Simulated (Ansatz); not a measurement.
Crystal: CaSe.

```
Se Ca
1.0
     0.00000    3.30000    3.30000
     3.30000    0.00000    3.30000
     3.30000    3.30000    0.00000
Se Ca
1 1
Direct
  0.25000 0.25000 0.25000
  0.00000 0.00000 0.00000
```

The cell comes from a database or a generator and needn't be the stable form of this composition.

Base run:

```yaml
Program: Ansatz 0.2.0
Functional: RPBE
Potentials_or_basis: all-electron LAPW, scalar-relativistic
Cutoff: 187 eV (chosen from the basis error)
Basis_error_allowed: 0.001 eV/atom
k_mesh: 7 × 7 × 7
Occupations: gaussian, width 0.05 eV
Spin: no spin polarisation
```

Its results: band gap on the k mesh 3.40 eV, indirect (least direct gap 3.49 eV); pressure 1.1 GPa.

Q: The run is repeated on the same cell with these changes: functional from RPBE to PBE; occupations from gaussian, width 0.05 eV to gaussian, width 0.02 eV. What comes out?

A: Band gap on the k mesh 3.15 eV, indirect (least direct gap 3.24 eV); pressure -0.2 GPa.

Caveats: an odd mesh through Γ misses points on the zone boundary, where band edges often lie.
